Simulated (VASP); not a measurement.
ZrO2, 3 atoms in the cell. The structure is cubic, space group Fm-3m (No. 225). The conventional cell has a = 5.066 Å, b = 5.066 Å, c = 5.066 Å, α = 90.00°, β = 90.00°, γ = 90.00°. Around Zr (site symmetry m-3m) lie 8 O at 2.19 Å. O (site symmetry -43m) is surrounded by 4 Zr at 2.19 Å. The cell was built by a generator and needn't be a form met in nature.

```yaml
Program: VASP 6.6.1
Task: electrostatic potential
Functional: PBEsol
Potentials_or_basis: VASP PAW PBE potentials, release 64 (Zr_sv, O)
Cutoff: 520 eV
k_mesh: 10 × 10 × 10
Occupations: gaussian, width 0.02 eV
Spin: no spin polarisation
Further_INCAR_settings: ALGO = Fast; EDIFF = 1e-06
```

Potentials or basis: VASP PAW PBE potentials, release 64 (Zr_sv, O).

Run with:

```console
$ cat potpaw_PBE.64/Zr_sv/POTCAR potpaw_PBE.64/O/POTCAR > POTCAR
$ mpirun -np 1 vasp_std > vasp.out
```

Hardware: 1 thread of Intel(R) Xeon(R) Platinum 8488C (Sapphire Rapids) (shared host).

Question: How long does it take, and how much memory?

Answer: Wall time 32 s on 1 thread of Intel(R) Xeon(R) Platinum 8488C (Sapphire Rapids) (shared host), peak memory 0.16 GiB. Counts: scf iterations 22, k points 47.
